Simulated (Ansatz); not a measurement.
Runs of Ansatz 0.2.0 on Mg. It takes space group P6_3/mmc (No. 194, hexagonal). Conventional cell: a = 3.209 Å, b = 3.209 Å, c = 5.210 Å, α = 90.00°, β = 90.00°, γ = 120.00°. Mg (site symmetry -6m2) has 12 Mg at 3.20 to 3.21 Å as nearest neighbours. 

```csv
task,level,cell,pressure (GPa),relaxed volume (Å³/atom)
relaxation of cell and atoms,PBEsol,relaxed,0.0,22.56
relaxation of cell and atoms,RPBE,relaxed,0.0,23.75
relaxation of the atoms,PBE,atoms relaxed from: strain = 0.0,-0.4,-
relaxation of cell and atoms,revPBE,relaxed,0.0,(b)
relaxation of the atoms,PBE,atoms relaxed from: strain = 0.04,-1.6,-
relaxation of cell and atoms,BLYP,relaxed,0.0,23.59
relaxation of cell and atoms,PBE,relaxed,0.0,(a)
relaxation of cell and atoms,LDA,relaxed,0.0,21.70
```

Alike in all rows: potentials or basis all-electron LAPW, scalar-relativistic; no spin polarisation; k mesh 10 × 10 × 5; smearing fermi-dirac 0.05 eV; basis error allowed 0.001 eV/atom.

Fill in the values left out.

(a) 23.01; (b) 23.62.

Caveats: the relaxation stopped at its first step, so nothing moved (some runs).
